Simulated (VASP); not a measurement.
HfB2 under changes of volume

One of the cells (10.103 Å³/atom); the others are scaled copies at fixed shape and fractional positions:

```xyz
3
Lattice="3.1608 0.0000 0.0000 -1.5804 2.7373 0.0000 0.0000 0.0000 3.5030" Properties=species:S:1:pos:R:3 pbc="T T T"
Hf    0.0000    0.0000    0.0000
B     1.5804    0.9124    1.7515
B     0.0000    1.8249    1.7515
```

| Item | Value |
| --- | --- |
| Program | VASP 6.6.1 |
| Functional | PBEsol |
| Potentials or basis | VASP PAW PBE potentials, release 64 (Hf_pv, B) |
| Cutoff | 520 eV |
| k mesh | 10 × 10 × 8 |
| Occupations | fermi-dirac, width 0.05 eV |
| Spin | no spin polarisation |

```tsv
volume (Å³/atom)	energy over the lowest point (meV/atom)	pressure (GPa)
9.311	16.62	12.9
9.509	4.56	6.5
9.707	0.00	0.8
10.103	?	?
10.301	24.58	-13.5
10.499	43.58	-17.3
```

What does the run at 10.103 Å³/atom give?

Energy over the lowest point 10.62 meV/atom; pressure -9.2 GPa.

Worked out: A Birch-Murnaghan fit of order 3 (a polynomial in V^(-2/3)) to the other rows has its minimum at 9.74 Å³/atom with B0 = V·E''(V) = 266 GPa and B' = 3.9 at fixed shape and positions, which overstates the stiffness. It gives 10.62 meV/atom at 10.103 Å³/atom, against the run's 10.62, and -dE/dV = -9.1 GPa, against -9.2.

Energies are extrapolated to zero smearing.

Caveats: the PAW data sets were made with another functional, which shifts forces and pressure a little.
